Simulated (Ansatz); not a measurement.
# Sc2Al: how the occupation rule moves the results

All numbers below come from DFT r2SCAN, scalar-relativistic, plane waves, PAW (Ansatz 0.2.0).

```
Sc Al
1.0
     4.89261    0.00000    0.00000
    -2.44631    4.23713    0.00000
     0.00000    0.00000    6.16142
Sc Al
4 2
Direct
  0.00000 0.00000 0.00000
  0.00000 0.00000 0.50000
  0.33333 0.66667 0.75000
  0.66667 0.33333 0.25000
  0.33333 0.66667 0.25000
  0.66667 0.33333 0.75000
```

```
plane-wave cutoff : 500 eV
Γ-centred k-mesh  : 12×12×6
spin treatment    : unpolarised
```

The atoms are held and the occupation rule is swept. Energies are extrapolated to zero smearing and count from the reference run, 12×12×6 Γ-centred mesh, Gaussian smearing 0.1 eV. The cell isn't necessarily relaxed at this level. Pressure is positive in compression.

| rule, width (eV) | ΔE (meV/atom) | ΔF, free energy (meV/atom) | P (GPa) |
| --- | --- | --- | --- |
| Gaussian 0.1 | 0.00 | 0.00 | -0.13 |
| Gaussian 0.01 | 0.07 | 2.97 | -0.13 |
| Gaussian 0.02 | ? | ? | ? |
| Gaussian 0.3 | -1.71 | -22.0 | -0.05 |
| Fermi–Dirac 0.1 | -1.06 | -15.5 | -0.07 |
| Fermi–Dirac 0.2 | -5.58 | -63.2 | 0.09 |
| Fermi–Dirac 0.3 | ? | ? | ? |
| Methfessel–Paxton 0.02 | 0.07 | 3.00 | -0.13 |
| Methfessel–Paxton 0.05 | ? | ? | ? |
| Methfessel–Paxton 0.2 | ? | ? | ? |
| cold 0.01 | 0.08 | 3.01 | -0.13 |
| cold 0.05 | 0.06 | 2.91 | -0.14 |
| tetrahedron | 0.17 | 3.10 | -0.12 |

**Question.** Fill in the withheld rows.

**Answer.** The withheld rows:

```csv
"rule, width (eV)",ΔE (meV/atom),"ΔF, free energy (meV/atom)",P (GPa)
Gaussian 0.02,0.06,2.88,-0.13
Fermi–Dirac 0.3,-8.46,-137,0.40
Methfessel–Paxton 0.05,0.08,3.02,-0.14
Methfessel–Paxton 0.2,0.12,2.83,-0.14
```

1 further run of this set didn't finish or converge.